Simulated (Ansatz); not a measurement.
PbF2 built on the fluorite prototype at its r2SCAN geometry, run in Ansatz at 4 levels of theory. (Simulation; no magnetic order is allowed.)

The r2SCANh input:
```yaml
crystal:
  lattice:
    - [0.0, 2.9604381116, 2.9604381116]
    - [2.9604381116, 0.0, 2.9604381116]
    - [2.9604381116, 2.9604381116, 0.0]
  atoms:
    - { symbol: Pb, position: [0.0, 0.0, 0.0] }
    - { symbol: F, position: [0.25, 0.25, 0.25] }
    - { symbol: F, position: [0.75, 0.75, 0.75] }
kpoints:
  mp_grid: { grid: [6, 6, 6] }
  band_path:
    path:
      - [0.0, 0.0, 0.0]
      - [0.5, 0.0, 0.5]
      - [0.625, 0.25, 0.625]
      - [0.375, 0.375, 0.75]
      - [0.5, 0.5, 0.5]
      - [0.5, 0.25, 0.75]
      - [0.25, -0.5, -0.25]
      - [0.0, 0.5, 0.5]
    npoints: 1
hamiltonian:
  xc: r2scanh
scf:
  occupations: { method: fixed }
  n_extra_bands: 4
output:
  forces: true
  stress: true
  eigenvalues: true
  write_density: true
  write_potential: true
  elf: true
  volumetric_format: npy
```

Main results, then, where recorded, the levels near the gap in eV from the Fermi energy (columns number the bands from 0), one row a point of the path (Γ, X, U, K, L, W, W, X):
```
Crystal: 3 atoms, lattice volume = 51.892 Å³
Symmetry: 48 space group operations
Space group: Fm-3m (ITA 225)
```
```
Basis set: ecut = 500 eV, 1363 PW (Γ)
k-points: 16 of 216
hybrid outer 1: dexx = +4.748e-4 eV, tail = 1.02e-6 eV
hybrid outer 2: dexx = +6.664e-9 eV, tail = 9.05e-9 eV, Δε = 7.42e-4 eV
hybrid SCF converged: 2 outer / 6 inner (+3 warm-up)
Free energy (F): -13540.773211 eV
Fermi energy:    4.180168 eV
--- Stress (GPa, compression-positive) ---
       -0.303364       0.000000       0.000000
        0.000000      -0.303364       0.000000
        0.000000       0.000000      -0.303364
  P = ⅓ Tr σ = -0.3034 GPa (-3.034 kbar)
```
```tsv
band_11	band_12	band_13	band_14	band_15	band_16
-2.383	-2.383	-2.383	8.140	8.140	8.140
-1.957	-1.957	-0.105	5.714	9.329	9.329
-2.115	-1.969	-0.004	6.629	7.927	9.330
-2.115	-1.969	-0.004	6.629	7.927	9.330
-2.566	-2.566	-0.066	6.150	9.110	9.110
-2.025	-1.893	0.034	7.398	7.398	8.709
-2.025	-1.893	0.034	7.398	7.398	8.709
-1.957	-1.957	-0.105	5.714	9.329	9.329
```

The r2SCANh gap is indirect, 5.68 eV (W to X), below the direct gap of 5.82 eV at X.

HSE06. Against the first input these blocks differ (the band path and keys that only write files left aside):
```yaml
hamiltonian:
  xc: hse06
```

```
Basis set: ecut = 420 eV, 965 PW (Γ)
k-points: 16 of 216
Exchange kernel: α = 0.2500, screened, ω = 0.2079 Å⁻¹, Wigner–Seitz truncation, v(0) = 1046.7833 eV·Å³, q-mesh 6×6×6
hybrid outer 1: dexx = +9.953e-3 eV, tail = 1.90e-5 eV
hybrid outer 2: dexx = +2.121e-7 eV, tail = 3.11e-8 eV, Δε = 2.19e-3 eV
hybrid SCF converged: 2 outer / 9 inner (+2 warm-up)
Free energy (F): -13527.726765 eV
Fermi energy:    4.117497 eV
--- Stress (GPa, compression-positive) ---
        1.186384       0.000000       0.000000
        0.000000       1.186384       0.000000
        0.000000       0.000000       1.186384
  P = ⅓ Tr σ = 1.1864 GPa (11.864 kbar)
```
```tsv
band_11	band_12	band_13	band_14	band_15	band_16
-2.608	-2.608	-2.608	8.226	8.226	8.226
-2.168	-2.168	-0.101	5.760	9.444	9.444
-2.330	-2.179	-0.007	6.687	8.087	9.433
-2.330	-2.179	-0.007	6.687	8.087	9.433
-2.793	-2.793	-0.095	6.302	9.194	9.194
-2.235	-2.103	0.033	7.467	7.467	8.937
-2.235	-2.103	0.033	7.467	7.467	8.937
-2.168	-2.168	-0.101	5.760	9.444	9.444
```

HSE06 gives an indirect gap of 5.73 eV, from W to X; the least direct gap is 5.86 eV at X. The mean pressure is +1.2 GPa (compression positive), so HSE06 would enlarge the cell's volume. (The program warns that its thresholds are loose for a hybrid's stress.)

HSE06+SOC. Against the first input these blocks differ (the band path and keys that only write files left aside):
```yaml
kpoints:
  mp_grid: { grid: [4, 4, 4] }
hamiltonian:
  xc: hse06
scf:
  occupations: { method: fixed }
  n_extra_bands: 8
magnetization:
  noncollinear: true
  spin_orbit: true
output:
  eigenvalues: true
```

```
Basis set: ecut = 420 eV, 965 PW (Γ)
k-points: 8 of 64
Exchange kernel: α = 0.2500, screened, ω = 0.2079 Å⁻¹, Wigner–Seitz truncation, v(0) = 1032.6013 eV·Å³, q-mesh 4×4×4
hybrid outer 1: dexx = +1.075e-2 eV, tail = 2.63e-5 eV
hybrid outer 2: dexx = +1.857e-7 eV, tail = 8.55e-8 eV, Δε = 2.19e-3 eV
hybrid SCF converged: 2 outer / 8 inner (+5 warm-up)
Free energy (F): -13538.057628 eV
Fermi energy:    4.147580 eV
```
```tsv
band_22	band_23	band_24	band_25	band_26	band_27	band_28	band_29	band_30	band_31	band_32	band_33
-2.793	-2.793	-2.617	-2.617	-2.617	-2.617	6.417	6.417	8.844	8.844	8.844	8.844
-2.230	-2.230	-2.189	-2.189	-0.132	-0.132	5.336	5.336	8.763	8.763	9.986	9.986
-2.384	-2.384	-2.238	-2.238	-0.039	-0.039	6.074	6.074	8.038	8.038	9.493	9.493
-2.384	-2.384	-2.238	-2.238	-0.039	-0.039	6.074	6.074	8.038	8.038	9.493	9.493
-2.845	-2.845	-2.844	-2.844	-0.134	-0.134	5.881	5.881	8.352	8.352	9.855	9.855
-2.295	-2.295	-2.160	-2.160	0.000	0.000	6.361	6.361	7.917	7.917	9.024	9.024
-2.295	-2.295	-2.160	-2.160	0.000	0.000	6.361	6.361	7.917	7.917	9.024	9.024
-2.230	-2.230	-2.189	-2.189	-0.132	-0.132	5.336	5.336	8.763	8.763	9.986	9.986
```

With HSE06+SOC the valence top lies at W and the conduction bottom at X, 5.34 eV higher; the smallest vertical gap, at X, is 5.47 eV.

Task: Another run on the same cell gave
```
Basis set: ecut = 420 eV, 965 PW (Γ)
k-points: 16 of 216
hybrid outer 1: dexx = +1.387e-2 eV, tail = 2.30e-5 eV
hybrid outer 2: dexx = +2.968e-7 eV, tail = 1.12e-8 eV, Δε = 2.54e-3 eV
hybrid SCF converged: 2 outer / 10 inner (+2 warm-up)
Free energy (F): -13524.921185 eV
Fermi energy:    3.735292 eV
--- Stress (GPa, compression-positive) ---
        1.055652       0.000000       0.000000
        0.000000       1.055652       0.000000
        0.000000       0.000000       1.055652
  P = ⅓ Tr σ = 1.0557 GPa (10.557 kbar)
```
```tsv
band_11	band_12	band_13	band_14	band_15	band_16
-2.644	-2.644	-2.644	8.973	8.973	8.973
-2.195	-2.195	-0.102	6.483	10.202	10.202
-2.359	-2.210	-0.007	7.421	8.838	10.191
-2.359	-2.210	-0.007	7.421	8.838	10.191
-2.825	-2.825	-0.098	7.041	9.948	9.948
-2.266	-2.131	0.033	8.209	8.209	9.695
-2.266	-2.131	0.033	8.209	8.209	9.695
-2.195	-2.195	-0.102	6.483	10.202	10.202
```
Which level of theory and mesh gave it?

Result: It is PBE0, judged by the exchange loop and the size of the gap (a near hybrid could fit too), on 6×6×6; the blocks that differ from the first input, but for the band path:
```yaml
hamiltonian:
  xc: pbe0
```
PBE0 gives an indirect gap of 6.45 eV, from W to X; the least direct gap is 6.59 eV at X. At this geometry PBE0 finds +1.1 GPa, compression counted positive: its own equilibrium volume is larger. (The program warns that its thresholds are loose for a hybrid's stress.)

Small level splittings and stresses of the hybrids carry the error of their coarser meshes.

Totals of different functionals, or with and without spin-orbit coupling, can't be compared.

Only the levels marked +SOC include spin-orbit coupling.

The meshes of the hybrids are coarse, so their gaps aren't converged to the digits shown.
